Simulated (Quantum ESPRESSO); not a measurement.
MoS2, 6 atoms in the cell. The cell holds a slab with vacuum, 6 atoms: a = 3.185 Å, b = 3.185 Å, c = 21.671 Å, α = 90.00°, β = 90.00°, γ = 120.00°. 

* Program: Quantum ESPRESSO 7.5
* Task: Hubbard U by linear response
* Functional: LDA
* Potentials or basis: GBRV 1.5 LDA
* Cutoff: 612 eV
* Density cutoff: 4898 eV
* k mesh: 4 × 4 × 1
* Occupations: fermi-dirac, width 0.05 eV
* Spin: no spin polarisation
* Hubbard terms: Mo d U = 2.0 eV
* Start of the occupations: default
* Hubbard projectors: ortho-atomic
* Form of the LDA correlation: PZ81
* Mixing beta: 0.3
* Most SCF iterations: 120
* SCF threshold: 1.2e-09 Ry
* q mesh: 2 × 2 × 1

Potentials or basis: GBRV 1.5 LDA.

Run with:

```console
$ OMP_NUM_THREADS=1 mpirun -n 4 pw.x -in pw.in > pw.out
$ OMP_NUM_THREADS=1 mpirun -n 4 pw.x -in scf2.in > scf2.out
$ OMP_NUM_THREADS=1 mpirun -n 4 hp.x -in hp.in > hp.out
```

Hardware: 4 MPI ranks on Intel(R) Xeon(R) Processor @ 2.50GHz (Skylake/Cascade Lake) (shared host).

Q: Estimate the wall time of this run.

A: It took 5.4 min on 4 MPI ranks on Intel(R) Xeon(R) Processor @ 2.50GHz (Skylake/Cascade Lake), on a shared host, peak memory 0.76 GiB a rank. Counts: scf iterations 20, k pools 1, bands 39, k points 4, g dense 148147.
